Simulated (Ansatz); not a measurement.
**Co (Cobalt): a relaxation**

The task is a relaxation on Co (Cobalt).

Program: Ansatz 0.2.0. Level of theory: DFT, r2SCAN, all-electron LAPW, scalar-relativistic. These are calculated values, not measurements.

## Step 1: The system as given

Symmetry: Fm-3m, No. 225, cubic system. The conventional cell has a = 3.544 Å, b = 3.544 Å, c = 3.544 Å, α = 90.00°, β = 90.00°, γ = 90.00°. Co (site symmetry m-3m) is surrounded by 12 Co at 2.51 Å.

As a file:

```
CELL_PARAMETERS angstrom
0.00000 1.77210 1.77210
1.77210 0.00000 1.77210
1.77210 1.77210 0.00000
ATOMIC_POSITIONS crystal
Co 0.00000 0.00000 0.00000
```

## Step 2: Input and run

File input.yaml:

```yaml
crystal:
  lattice:
    - [0.0, 1.7721, 1.7721]
    - [1.7721, 0.0, 1.7721]
    - [1.7721, 1.7721, 0.0]
  atoms:
    - { symbol: Co, position: [0.0, 0.0, 0.0], spin: 2.0 }
magnetization:
  spin_polarized: true
kpoints:
  mp_grid: { grid: [16, 16, 16] }
scf:
  occupations: { method: fixed }
  max_iter: 60
hamiltonian:
  xc: r2scan
  pseudopotentials: { kind: all_electron, lapw: { basis_error: 0.001 } }
output:
  forces: true
  stress: true
relax:
  f_tol: 0.005
  max_steps: 80
  cell: {}
```

Started as:

```
$ ansatz run input.yaml --threads 1 --pin off --max-ram 3072MiB --backend cpu --events-out ev --progress --plain --runs-dir out
```

Q: Will this input give a usable result? If not, why, and what should change?

Nothing was computed: the input was turned down at the start. It says: «inconsistent input (scf.occupations.method, magnetization): a σ = 0 step fill (method: fixed, or a smearing width below the step floor) cannot realise an odd electron count (17) without a locked total moment ...»

In the input, scf.occupations.method is fixed. Fixed occupations fill the same number of bands at every k-point, which holds only for a system with a gap.

Remedy: set scf.occupations.method to fermi_dirac.
